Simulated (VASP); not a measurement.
Here is a VASP 6.6.1 calculation.

INCAR

```
PREC = Accurate
ENCUT = 580
EDIFF = 1E-7
ISMEAR = 0
SIGMA = 0.1
LREAL = F
LASPH = T
NELM = 60
ALGO = Normal
ISIF = 3
LWAVE = F
LCHARG = F
GGA = PS
IBRION = 2
NSW = 90
EDIFFG = -0.005
```

KPOINTS

```
Automatic mesh
0
Gamma
  14 10 10
```

Contents of POSCAR:

```
Sb
1.0
    3.1224020000      0.0000000000      0.0000000000
    0.0000000000      4.3475180000      0.0000000000
   -0.0389150000      0.0000000000      4.4058520000
Sb
2
Direct
    0.9886110000      0.7500000000      0.7588340000
    0.0113890000      0.2500000000      0.2411660000
```

Potentials or basis: VASP PAW PBE potentials, release 64 (Sb).

Run with:

```sh
$ cat potpaw_PBE.64/Sb/POTCAR > POTCAR
$ mpirun -np 1 vasp_std > vasp.out
```

(1) What does it give for the relaxed cell?

(2) Estimate the space group after relaxing (to 0.05 Å).

(3) Estimate the band gap on the k mesh.

Answers

(1) a = 3.066 Å, b = 4.329 Å, c = 4.330 Å, α = 90.00°, β = 89.94°, γ = 90.00°.

(2) Pm-3m (No. 221).

(3) none (metal or under the smearing width).
